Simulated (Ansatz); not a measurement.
Runs of Ansatz 0.2.0 on WS2. It takes space group P4/mmm (No. 123, tetragonal). The conventional cell has a = 3.406 Å, b = 3.406 Å, c = 10.757 Å, α = 90.00°, β = 90.00°, γ = 90.00°. W (site symmetry 4/mmm) has 4 W at 3.41 Å as nearest neighbours. S (site symmetry 4mm) is surrounded by 1 S at 1.82 Å. The cell was built by a generator and needn't be a form met in nature.

| task | level | cell | k mesh | cutoff (eV) | basis error allowed | gap on the mesh (eV) | pressure (GPa) | relaxed volume (Å³/atom) |
| --- | --- | --- | --- | --- | --- | --- | --- | --- |
| single point | PBE | as given | 8 × 8 × 3 | 413 | 0.001 eV/atom | none | -5.9 | - |
| relaxation of cell and atoms | LDA | relaxed | 6 × 6 × 2 | - | 0.002 eV/atom | none | 0.0 | 17.25 |
| relaxation of cell and atoms | PBEsol | relaxed | 6 × 6 × 2 | - | 0.002 eV/atom | none | 0.0 | (a) |
| relaxation of cell and atoms | PBE | relaxed | 6 × 6 × 2 | - | 0.002 eV/atom | none | 0.0 | 21.19 |

Alike in all rows: potentials or basis all-electron LAPW, scalar-relativistic; no spin polarisation; smearing fermi-dirac 0.05 eV.

Task: Estimate the missing entries.

Result: (a) 18.75.

Caveats: this functional lacks dispersion, which binds the layers, so the pressure and a relaxed spacing across them are unreliable (some runs); the k mesh is thin for a metal, which can move the energy by tens of meV per atom (some runs); the volume moved by over 15 % at a fixed basis, so the end points are rough (some runs); forces of over 1 eV/Å show positions far from the minimum, so gaps and moduli don't describe the material at rest (some runs).

A k mesh can miss the band edges, and the runs leave out spin-orbit coupling on W.

A gap of «none» marks a metal or a gap under the smearing width.

Not every run made on this cell is shown here.
